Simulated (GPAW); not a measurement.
The system is Co.

```
CELL_PARAMETERS angstrom
0.00000 3.21737 3.21737
3.21737 0.00000 3.21737
3.21737 3.21737 0.00000
ATOMIC_POSITIONS crystal
Co 0.12500 0.12500 0.12500
Co 0.62500 0.12500 0.12500
Co 0.12500 0.62500 0.12500
Co 0.12500 0.12500 0.62500
Co 0.50000 0.50000 0.50000
Co 0.75000 0.75000 0.75000
```

This isn't the form of Co at room conditions, which is hcp.

Base run:

* Program: GPAW 26.7.0
* Functional: PBEsol
* Potentials or basis: PAW data sets generated in the run's folder for this functional
* Cutoff: 600 eV
* Basis: pw
* k mesh: 7 × 7 × 7
* Occupations: fermi-dirac, width 0.05 eV
* Spin: collinear spin, ferromagnetic start
* Starting moments: [2.0, 2.0, 2.0, 2.0, 2.0, 2.0] μB

Its results: pressure -2.6 GPa; net moment 9.87 μB per cell; site moments Co +1.67, +1.77 μB.

Question: The run is repeated on the same cell with these changes: k mesh from 7 × 7 × 7 to 6 × 6 × 6. What comes out?

Answer: Pressure -1.7 GPa; net moment 10.15 μB per cell; site moments Co +1.73, +1.79 μB.
